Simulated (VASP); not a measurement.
Set up this calculation in VASP 6.6.1, as the native input.

```
Task                   : single point
Functional             : PBE
Potentials or basis    : VASP PAW PBE potentials, release 64 (Al, P)
Cutoff                 : 600 eV
k mesh                 : 8 × 8 × 8
Occupations            : gaussian, width 0.02 eV
Spin                   : no spin polarisation
Further INCAR settings : ALGO = Normal; EDIFF = 1e-07; NBANDS = 11
```

The structure of AlP lies in POSCAR:

```
AlP
1.0
    0.0000000000      2.7255000000      2.7255000000
    2.7255000000      0.0000000000      2.7255000000
    2.7255000000      2.7255000000      0.0000000000
Al P
1 1
Direct
    0.0000000000      0.0000000000      0.0000000000
    0.2500000000      0.2500000000      0.2500000000
```

These files were run (other wordings do the same):

INCAR

```
ALGO     = Normal         # electronic algorithm
EDIFF    = 1E-7           # SCF threshold, eV
ENCUT    = 600            # plane-wave cutoff, eV
GGA      = PE             # functional
ISIF     = 2              # what is computed and relaxed
ISMEAR   = 0              # smearing method
LASPH    = T              # aspherical terms in the spheres
LCHARG   = F              # write CHGCAR
LREAL    = F              # projectors in reciprocal space
LWAVE    = F              # write WAVECAR
NBANDS   = 11             # bands
NELM     = 80             # most SCF steps
PREC     = Accurate       # precision mode
SIGMA    = 0.02           # smearing width, eV
```

KPOINTS

```
k-points
0
Gamma
  8 8 8
```

Potentials or basis: VASP PAW PBE potentials, release 64 (Al, P).

The run is started by

```console
$ cat potpaw_PBE.64/Al/POTCAR potpaw_PBE.64/P/POTCAR > POTCAR
$ mpirun -np 1 vasp_std > vasp.out
```

It gave:

```
Pressure               : 2.6 GPa
Band gap on the k mesh : 1.57 eV, indirect (least direct gap 3.35 eV)
```

Wall time 9.7 s on 1 thread of Intel(R) Xeon(R) Platinum 8375C CPU @ 2.90GHz (Ice Lake), with other jobs on the host, peak memory 0.17 GiB.
